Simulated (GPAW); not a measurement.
Sb: changing the functional

It takes space group Im-3m (No. 229, cubic). Conventional cell: a = 3.743 Å, b = 3.743 Å, c = 3.743 Å, α = 90.00°, β = 90.00°, γ = 90.00°. Around Sb (site symmetry m-3m) lie 8 Sb at 3.24 Å.

This isn't the form of Sb at room conditions, which is rhombohedral.

Kept alike: task band structure; k mesh 10 × 10 × 10; occupations fermi-dirac, width 0.05 eV; no spin polarisation. Program: GPAW, potentials by row: PAW data sets generated for this functional (BLYP, PBEsol); the program's PAW data sets (release 1.2.1) made for this functional (LDA); GPAW PAW data sets (gpaw-data 1.2.1) (r2SCAN on files made for PBE), cutoff 600 eV. The mesh is that of the run's cell of 1 atom. No spin-orbit coupling.

| run | pressure (GPa) |
| --- | --- |
| A | 2.31 |
| B | -0.37 |
| C | -1.59 |
| D | 8.61 |

Pressure is positive in compression; the values hold the error of the finite cutoff, so their zero can differ a little from the energy's minimum. For a metal such a mesh leaves the last digits unconverged.

Task: The runs differ in the functional (and the potentials named above) alone: BLYP; LDA; PBEsol; r2SCAN. Which run is which?

Result: Run A is r2SCAN; run B is PBEsol; run C is LDA; run D is BLYP. The pressure runs from -1.59 (LDA) to 8.61 GPa (BLYP). A positive pressure means that the functional's own cell is larger than the one given, a negative one that it is smaller.
